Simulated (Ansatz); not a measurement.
# TiO2 (P4_2/mnm) in Ansatz: band structure with HSE06

Aim: the band structure of TiO2 with HSE06.

All numbers are computed with Ansatz 0.2.0; they aren't measurements. Logs are shortened: lines on timing, memory, paths and dates and some standing lists are left out, and cuts for length are marked.

**What was measured.**

“Shallow Valence Band of Rutile GeO2 and P-type Doping”, 2020, arxiv:2011.08928 quotes, for a bulk crystal of TiO2 at 1.6 K: band gap 3.03 eV (direct).

How close the calculation comes is told below.

### Step 1. The crystal as given

Symmetry: P4_2/mnm, No. 136, tetragonal system. The conventional cell has a = 4.600 Å, b = 4.600 Å, c = 2.959 Å, α = 90.00°, β = 90.00°, γ = 90.00°. Around Ti (site symmetry mmm) lie 6 O at 1.95 to 1.98 Å. Around O (site symmetry m2m) lie 3 Ti at 1.95 to 1.98 Å.

The cell is a database's computed one.

### Step 2. Band structure, HSE06

File input:

```
crystal:
  lattice:
    - [4.5998373239, 0.0, 0.0]
    - [0.0, 4.5998373239, 0.0]
    - [0.0, 0.0, 2.95921356]
  atoms:
    - { symbol: Ti, position: [0.0, 0.0, 0.5] }
    - { symbol: Ti, position: [0.5, 0.5, 0.0] }
    - { symbol: O, position: [0.30432132, 0.30432132, 0.5] }
    - { symbol: O, position: [0.19567868, 0.80432132, 0.0] }
    - { symbol: O, position: [0.80432132, 0.19567868, 0.0] }
    - { symbol: O, position: [0.69567868, 0.69567868, 0.5] }
hamiltonian:
  xc: hse06
  pseudopotentials: { kind: paw }
kpoints:
  mp_grid: { grid: [4, 4, 6] }
  band_path:
    path:
      - [[0.0, 0.0, 0.0], [0.0, 0.5, 0.0], [0.5, 0.5, 0.0], [0.0, 0.0, 0.0], [0.0, 0.0, 0.5], [0.0, 0.5, 0.5], [0.5, 0.5, 0.5], [0.0, 0.0, 0.5]]
      - [[0.0, 0.5, 0.0], [0.0, 0.5, 0.5]]
      - [[0.5, 0.5, 0.0], [0.5, 0.5, 0.5]]
    npoints: 4
scf:
  occupations: { method: fermi_dirac, width: 0.05 }
  n_extra_bands: 15
output:
  forces: true
  stress: true
  eigenvalues: true
  fatbands: false
```

Potentials or basis: Ansatz PAW.

The program printed:

```text
Warning: output.stress: scf.convergence.dr2_threshold = 1e-7 eV (the SCF's general default) is looser than the 6e-10 eV advised for a printed stress (1e-10 eV for each atom of the cell: 6). What an SCF threshold leaves in a stress goes as its square root, and in the free energy as the threshold itself, and one threshold admits the most on a small cell: of the crystals measured, under no hybrid functional and no lock of the moments, on runs that ended without the residual-converged pass, on stresses that held no estimate of that error, the worst erred by over 100 MPa in a component at 1e-7 eV an atom and by under 5 at 1e-10. Set scf.convergence.dr2_threshold to 6e-10 eV or tighter. The threshold is an SCF's pass mark: one that does not reach it within its budget of iterations ends unconverged, or closes short of it on a stop that the run arms, and scf.convergence.dr2_threshold's page says what that costs each kind of run
Warning: output.stress: scf.exx.energy_threshold = 1e-6 eV is looser than the 6e-8 eV advised for a stress under a hybrid functional (1e-8 eV for each atom of the cell: 6). Every SCF of the exchange loop can meet its threshold on dr2 while the loop round them stops early: no threshold on dr2 bounds what that leaves in the stress. Set scf.exx.energy_threshold to 6e-8 eV or tighter. The threshold is the loop's pass mark: a loop that does not reach it within its budget of cycles ends unconverged, and scf.exx.energy_threshold's page has the law
scf.n_extra_bands = 15 over 24 filled bands (N_el = 48.0): the run solves 39 bands
GPUs: using 1 of 1 available (devices: 1).
Engine: ansatz 0.2.0, x86_64-unknown-linux-gnu
Pseudopotentials: kind: paw
Pseudopotential: Ti, paw, valence charge 12, recommended cutoff 420 eV (normal), Ti.paw.azcp
Pseudopotential: O, paw, valence charge 6, recommended cutoff 420 eV (normal), O.paw.azcp
Functional definition: HSE06
  parameter a = 0.25
  parameter omega = 0.11/bohr
  exchange = pbe_x - a*pbe_x_sr(omega) + a*exact_x_sr(omega)
  correlation = pbe_c
device memory: the entry about to start is reckoned to put 1.0 GiB on a device that reports 52.7 GiB free (of which the cap on the GPU budget leaves the run 18.0 GiB)
GPU FFT provider: cuFFT
GPU libraries: cuBLAS 13.8.2, cuFFT 12.4.0, cuSOLVER 12.3.4
Crystal: 6 atoms, lattice volume = 62.613 Å³
Basis set: ecut = 420 eV, 1217 PW (Γ), exchange–correlation on 64×64×40 points (8 copies of the dense FFT grid, shifted against one another)
Bands: 39, of which v1, the nominal top of the filled ones, is band 24 counted from 1 (23 counted from 0)
Symmetry: 16 space group operations
Space group: P42/mnm (ITA 136), of the structure as read, at distance tolerance 4.0e-5 Å
k-points: 24 of 96
Non-local potential: Ti, projectors of the file, l = 0: 3, l = 1: 2, l = 2: 3, l = 3: 1
Non-local potential: O, projectors of the file, l = 0: 2, l = 1: 2, l = 2: 1
PAW form: soft (Blöchl's): semilocal exchange-correlation on the pseudo side does not see the compensation charge
PAW frozen core: Ti, regenerated for the run's functional, and the local potential with it (the file was generated under x = pbe(κ = 0.804, μ = 0.2195149727645171), c = pbe(β = 0.06672455060314922))
PAW frozen core: O, regenerated for the run's functional, and the local potential with it (the file was generated under x = pbe(κ = 0.804, μ = 0.2195149727645171), c = pbe(β = 0.06672455060314922))
PAW one-centre angular grid: Ti, 590 points (default); XC on 64 Gauss nodes
PAW one-centre angular grid: O, 110 points (default); XC on 96 Gauss nodes
Initial density: superposition of atomic densities (neutral atoms: chi_scale 0, normalization atom), corrected by the library's trained network
Initial wavefunctions: pseudopotential atomic-orbital guess
GPU buffer pool allocated for 20480 grid points (all kernels)
GPU transforms: local potential and band sums: pruned to the plane-wave sphere, on 32×32×20
Functional: x = pbe(κ = 0.804, μ = 0.2195149727645171), c = pbe(β = 0.06672455060314922), warm-up for x = pbe(κ = 0.804, μ = 0.2195149727645171) + 0.25 (exact − pbe) at short range (hse, ω = 0.20786987370883472 Å⁻¹), c = pbe(β = 0.06672455060314922); HSE06 as pw.x's `hse` composes it (authors' and Libxc's form: `xc: wpbeh`)
SCF iter   1: F=—  HF=-7277.295041 eV  |F-HF|=—  |Δ(HF+E_count)|=         —  Δρ=2.09e-3  dr2=1.46e-3  ethr=1.77e-3  ⟨swp⟩=11.0  Hψ=4087  notcnv=0
preconditioner: auto → none  [insulator: Δε(μ)=1.849 eV  Ē_g=13.628 eV  σ=0.050 eV  W_gap=1.00  n_scr=18 (ndim 8)  ℏωp=26.5 eV  f_vac=0.019  D(μ)=0.00/eV (n_scr^D=0)]
SCF iter   2: F=—  HF=-7277.296386 eV  |F-HF|=—  |Δ(HF+E_count)|=   1.34e-3  Δρ=1.83e-3  dr2=1.65e-3  ethr=3.03e-6  ⟨swp⟩=5.7  Hψ=2389  notcnv=0  defer=8
SCF iter   3: F=—  HF=-7277.296407 eV  |F-HF|=—  |Δ(HF+E_count)|=   2.12e-5  Δρ=1.01e-3  dr2=5.58e-4  ethr=3.03e-6  ⟨swp⟩=3.4  Hψ=1673  notcnv=0
SCF iter   4: F=-7277.296469 eV  HF=-7277.296490 eV  |F-HF|=2.11e-5  |Δ(HF+E_count)|=   8.30e-5  Δρ=4.39e-4  dr2=9.11e-5  ethr=1.16e-6  ⟨swp⟩=2.0  Hψ=1512  notcnv=0
SCF 1 stopped early in 4 iterations: F = -7277.296469 eV  dr2 = 9.11e-5
device memory: the entry about to start is reckoned to put 1.5 GiB (of the 1.6 GiB reckoned in all, the device holds 0.1 GiB already) on a device that reports 52.6 GiB free (of which the cap on the GPU budget leaves the run 17.9 GiB)
GPU FFT provider: cuFFT
[... 19 lines left out ...]
hybrid outer 1: dexx = +4.799e-2 eV, tail = 1.26e-4 eV
GPU FFT provider: cuFFT
GPU libraries: cuBLAS 13.8.2, cuFFT 12.4.0, cuSOLVER 12.3.4
GPU buffer pool allocated for 20480 grid points (all kernels)
GPU transforms: local potential and band sums: pruned to the plane-wave sphere, on 32×32×20
Exchange kernel: α = 0.2500, screened, ω = 0.2079 Å⁻¹, Wigner–Seitz truncation, v(0) = 1042.7261 eV·Å³, q-mesh 4×4×6, nearest image of the exchange supercell L = 17.76 Å, pair-density grid 30×30×20, without the augmentation charges, whose exchange is taken in its separable form by FFT convolution over the k-point mesh (sized by the pseudopotential files, 32×32×20 at the most), smooth part of the exact exchange by density-matrix convolution in up to 2.70 GiB of GPU memory as planned if the GPU has room (build and FFT work areas not counted)
Frozen-core exchange: fock
SCF iter   1: F=—  HF=-7275.816352 eV  |F-HF|=—  |Δ(HF+E_count)|=         —  Δρ=8.91e-5  dr2=2.38e-6  ethr=1.31e-6  ⟨swp⟩=3.9  Hψ=2065  notcnv=0
preconditioner: auto → none  [insulator: Δε(μ)=3.362 eV  Ē_g=15.926 eV  σ=0.050 eV  W_gap=1.00  n_scr=18 (ndim 8)  ℏωp=26.5 eV  f_vac=0.020  D(μ)=0.00/eV (n_scr^D=0)]
SCF iter   2: F=—  HF=-7275.816355 eV  |F-HF|=—  |Δ(HF+E_count)|=   3.49e-6  Δρ=4.42e-5  dr2=1.07e-6  ethr=3.86e-9  ⟨swp⟩=4.3  Hψ=2283  notcnv=0
SCF iter   3: F=—  HF=-7275.816355 eV  |F-HF|=—  |Δ(HF+E_count)|=   6.54e-8  Δρ=1.68e-5  dr2=5.48e-8  ethr=1.94e-9  ⟨swp⟩=2.2  Hψ=1522  notcnv=0
SCF iter   4: F=—  HF=-7275.816355 eV  |F-HF|=—  |Δ(HF+E_count)|=   1.45e-7  Δρ=4.11e-6  dr2=1.52e-8  ethr=8.09e-11  ⟨swp⟩=4.8  Hψ=2893  notcnv=0  defer=3
SCF iter   5: F=-7275.816355 eV  HF=-7275.816355 eV  |F-HF|=1.06e-10  |Δ(HF+E_count)|=   3.27e-9  Δρ=4.10e-7  dr2=3.01e-10  ethr=2.64e-11  ⟨swp⟩=2.2  Hψ=1521  notcnv=0  defer=1
SCF 3 converged in 5 iterations: F = -7275.816355 eV  dr2 = 3.01e-10
  Residual-converged pass: ⟨swp⟩=3.0  Hψ=1950  notcnv=0  max |occ|·‖R‖ = 6.9e-7 eV (tolerance 7.7e-7 eV)  dr2=3.20e-10  dr2_onsite=1.06e-11  max |Δocc| = 6.1e-25
hybrid outer 2: dexx = +2.569e-6 eV, tail = 4.17e-8 eV, Δε = 2.91e-3 eV (about 5.56e-5 eV left of the loop's levels), ΔF = 6.91e-3 eV/Å (tail 9.10e-4)
device memory: the entry about to start is reckoned to put 0.6 GiB on a device that reports 52.6 GiB free (of which the cap on the GPU budget leaves the run 18.0 GiB)
NSCF: frozen V_eff on 39 k-points, pencils in batches of 32, up to order 172
hybrid SCF converged: 2 outer / 12 inner (+4 warm-up), last move |dexx| = 2.57e-6 eV, tail = 4.17e-8 eV
Stability not checked: this state was not tested for a lower state beside it, because the functional holds exact exchange (a hybrid, or Hartree-Fock), whose exchange loop this test does not read (fock_operator; see scf.lower_state_search)
Free energy (F): -7275.816355 eV
Frozen-core exchange: fock
Harris-Foulkes:  -7275.816355 eV  (|F-HF|=1.06e-10)
Internal energy: -7275.816355 eV  (E = F + TS)
E sigma→0 (E₀):  -7275.816355 eV
Fermi energy:    9.792969 eV
--- Per-component energies (eV) ---
  E_band       = -507.937477
  E_kinetic    = 1249.003280
  E_local      = -3066.304144  (includes V_loc(G=0)·N_el)
  E_nonlocal   = 185.158325
  E_hartree    = 1161.589176
  E_xc         = -396.595002
  E_vxc        = -497.894081  (∫ρ·V_xc dr)
  E_exx        = -156.983672  (= α·E_x^exact, valence–valence)
  E_paw        = -2658.148633  (= ΣΔE_a)
  E_vpaw       = -387.121851  (= ΣTr[D̂ρ^β])
  E_aug_tail   = 0.010045  (compensation charges beyond the density's cutoff)
  E_ewald      = -3593.095214
  E_core_change = -0.450516  (= ΣΔE_core)
  E_smearing   = -0.000000  (= −TS)
  E_closure    = -0.000000  (closes the sum)
  Σ components = -7275.816355   (vs F -7275.816355, Δ=9.09e-13)
--- Forces (eV/Å), atoms counted from 1 ---
  atom   1  Ti    -0.00000000    -0.00000000     0.00000000
  atom   2  Ti    -0.00000000    -0.00000000     0.00000000
  atom   3  O      0.14160081     0.14160081     0.00000000
  atom   4  O     -0.14160081     0.14160081     0.00000000
  atom   5  O      0.14160081    -0.14160081     0.00000000
  atom   6  O     -0.14160081    -0.14160081     0.00000000
  max |Σ_I F_I| component: 2.78e-17 eV/Å
--- Stress (GPa, compression-positive) ---
       -3.392592       0.000000       0.000000
        0.000000      -3.392592       0.000000
        0.000000       0.000000      -4.522034
  P = ⅓ Tr σ = -3.7691 GPa (-37.691 kbar)
--- Band table (eV; the first three rows and the last of 24) ---
  k-point 0: bands = ["-53.0818", "-53.0639", "-27.7526", "-27.7526", "-27.5761", "-27.5761", "-27.5279", "-27.4840", "-11.8081", "-10.5615", "-9.7627", "-9.7627", "1.8491", "2.3317", "2.8297", "3.9620", "3.9620", "5.3278", "5.3278", "5.9464", "7.3962", "7.7021", "7.7021", "8.1523", "11.5133", "11.8174", "12.1122", "12.2087", "12.2087", "14.0273", "14.5379", "16.4276", "16.4276", "17.5585", "17.6979", "21.3756", "21.3756", "24.6311", "25.5494"]
  k-point 1: bands = ["-53.0702", "-53.0547", "-27.7211", "-27.7211", "-27.6480", "-27.6117", "-27.5708", "-27.5708", "-11.5078", "-10.3961", "-9.9022", "-9.9022", "2.2667", "2.6385", "3.1829", "3.7110", "3.7110", "5.1455", "5.8432", "5.8432", "6.3492", "7.1668", "7.1668", "7.9669", "11.9631", "12.0591", "12.1270", "12.5193", "12.5193", "14.2839", "14.4611", "16.0326", "16.0326", "17.1379", "18.4974", "22.5224", "22.5224", "24.6876", "25.2564"]
  k-point 2: bands = ["-53.0461", "-53.0371", "-27.8799", "-27.8608", "-27.6513", "-27.6513", "-27.5663", "-27.5663", "-10.8211", "-10.1792", "-10.1792", "-10.1364", "3.1342", "3.2010", "3.7681", "3.7681", "3.9835", "4.1872", "4.7981", "5.9846", "5.9846", "6.3977", "6.3977", "7.1172", "12.0309", "12.4656", "12.9824", "13.1506", "13.1506", "13.5896", "15.0719", "15.7322", "15.7322", "15.9440", "20.4241", "24.1091", "24.5349", "24.5349", "24.9392"]
  k-point 23: bands = ["-53.0310", "-53.0310", "-27.9866", "-27.9866", "-27.6029", "-27.6029", "-27.5804", "-27.5804", "-10.4133", "-10.4133", "-10.1161", "-10.1161", "3.0221", "3.0221", "3.1063", "3.1063", "4.2890", "4.2890", "5.1628", "5.1628", "6.7891", "6.7891", "7.4012", "7.4012", "12.2989", "12.2989", "12.9738", "12.9738", "13.1001", "13.1001", "15.6822", "15.6822", "15.7313", "15.7313", "21.4171", "21.4171", "24.0185", "24.0185", "24.8875"]
```

Run time: 67 s. Hardware: 1 × NVIDIA H100 80GB HBM3 with 2 threads of AMD EPYC 7R13 (Zen 3), shared host; peak memory 2.4 GiB.

Results:

```
Free energy             : -7275.8164 eV
Pressure                : -3.8 GPa
Largest force           : 0.200 eV/Å
Band gap on the k mesh  : 3.36 eV, direct
Band gap along the path : 3.36 eV, direct
```

Forces on the atoms (eV/Å):
```
Ti   0.000  0.000  0.000
Ti   0.000  0.000  0.000
O    0.142  0.142  0.000
O   -0.142  0.142  0.000
O    0.142 -0.142  0.000
O   -0.142 -0.142  0.000
```

Levels at the corners of the path, in eV from the valence-band top:
```
point  band 20  band 21  band 22  band 23  band 24  band 25  band 26  band 27  band 28  band 29
    Γ    -2.21    -0.76    -0.45    -0.45     0.00     3.36     3.67     3.96     4.06     4.06
    X    -3.30    -1.76    -1.76    -0.81    -0.81     4.09     4.09     4.64     4.64     5.23
    M    -2.33    -1.44    -1.44    -1.14    -1.14     3.38     3.38     4.08     4.08     5.51
    Γ    -2.21    -0.76    -0.45    -0.45     0.00     3.36     3.67     3.96     4.06     4.06
    Z    -3.02    -2.51    -2.51    -1.60    -1.60     4.55     4.55     4.88     4.88     5.30
    R    -2.63    -2.21    -2.21    -1.12    -1.12     3.40     3.40     4.92     4.92     5.58
    A    -2.99    -1.36    -1.36    -0.75    -0.75     4.15     4.15     4.82     4.82     4.95
    Z    -3.02    -2.51    -2.51    -1.60    -1.60     4.55     4.55     4.88     4.88     5.30
    X    -3.30    -1.76    -1.76    -0.81    -0.81     4.09     4.09     4.64     4.64     5.23
    R    -2.63    -2.21    -2.21    -1.12    -1.12     3.40     3.40     4.92     4.92     5.58
    M    -2.33    -1.44    -1.44    -1.14    -1.14     3.38     3.38     4.08     4.08     5.51
    A    -2.99    -1.36    -1.36    -0.75    -0.75     4.15     4.15     4.82     4.82     4.95
```

Caveat: the pressure holds a Pulay correction of +0.5 GPa for the finite cutoff; the PAW data sets come from PBE, with cores solved anew for the run's functional, which leaves a small shift of forces and pressure; the thresholds are loose for stress.

### Step 3. Against experiment

Step 2. Against the measured gap of TiO2, 3.03 eV (direct; 1.6 K; quoted in “Shallow Valence Band of Rutile GeO2 and P-type Doping”, 2020, arxiv:2011.08928), the calculated 3.36 eV is off by +0.33 eV. 2 values of this kind are on record in papers (3.03 to 3.05 eV); this one was drawn at random among those near their median. The value is that of HSE06, without temperature or zero-point motion. The cell is a database's relaxed one, not the measured one, which moves gaps too.
